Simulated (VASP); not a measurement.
# Ta: vibrations by finite differences with PBE

The system is Ta.

```
Ta
1.0
    -1.66687    1.66687    1.66687
     1.66687   -1.66687    1.66687
     1.66687    1.66687   -1.66687
Ta
1
Direct
  0.00000 0.00000 0.00000
```

| Property | Result |
| --- | --- |
| Program | VASP 6.6.1 |
| Task | vibrations by finite differences |
| Functional | PBE |
| Potentials or basis | VASP PAW PBE potentials, release 64 (Ta_pv) |
| Cutoff | 520 eV |
| k mesh | 6 × 6 × 6 |
| Occupations | gaussian, width 0.1 eV |
| Spin | no spin polarisation |

* Elastic constants C11, C12, C44: 175, 191, -26 GPa
* Voigt bulk modulus: 186 GPa

Elastic tensor in Voigt notation (GPa, in the Cartesian axes of the cell as first typed):
```
175 191 191   0   0   0
191 175 191   0   0   0
191 191 175   0   0   0
  0   0   0 -26   0   0
  0   0   0   0 -26   0
  0   0   0   0   0 -26
```

Clamped-ion elastic tensor (GPa):
```
175 191 191   0   0   0
191 175 191   0   0   0
191 191 175   0   0   0
  0   0   0 -26   0   0
  0   0   0   0 -26   0
  0   0   0   0   0 -26
```

It took 100 s on 1 thread of AMD EPYC 7R13 Processor (Zen 3) (shared host), peak memory 0.13 GiB.

Caveat: the k mesh is coarse (spacing up to 0.44 Å⁻¹), so the values aren't converged; the elastic tensor has a negative eigenvalue, so either the cell is unstable as it stands or the mesh is too thin. Spin-orbit coupling is left out, which matters for the levels of Ta.
